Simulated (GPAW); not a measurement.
Crystal: PtSe2 (Sudovikovite).

```
Pt Se
1.0
     3.72400    0.00000    0.00000
    -1.86200    3.22508    0.00000
     0.00000    0.00000    5.06200
Pt Se
1 2
Cartesian
  0.0000 0.0000 0.0000
  1.8620 1.0750 3.7965
  0.0000 2.1501 1.2655
```

Program: GPAW 26.7.0. Alike in all runs: task band structure; spin SOC, no magnetisation; cell as given; k mesh 6 × 6 × 4; cutoff (eV) 600; smearing fermi-dirac 0.05 eV.

Problem. Order these runs on this cell by their pressure, lowest first.
A. level PBE; potentials or basis GPAW PAW data sets (gpaw-data 1.2.1), pw; band points 80; spin axis theta (degrees) 54.7; spin axis phi (degrees) 45
B. level rSCAN; potentials or basis GPAW PAW data sets (gpaw-data 1.2.1), pw; band points 80; spin axis theta (degrees) 0; spin axis phi (degrees) 0
C. level WC; potentials or basis PAW data sets generated in the run's folder for this functional, pw; band points 100; spin axis theta (degrees) 0; spin axis phi (degrees) 0
D. level revPBE; potentials or basis the program's PAW data sets (release 1.2.1) made for this functional, pw; band points 60; spin axis theta (degrees) 0; spin axis phi (degrees) 0

Solution. C (2.8 GPa), B (5.1 GPa), A (7.4 GPa), D (9.3 GPa).

Caveats: spin-orbit coupling was added after a scalar SCF, so levels and gaps hold it while energy, forces, pressure and moments don't; the PAW data sets were made with another functional, which shifts forces and pressure a little (some runs).

Not every run made on this cell is shown here.
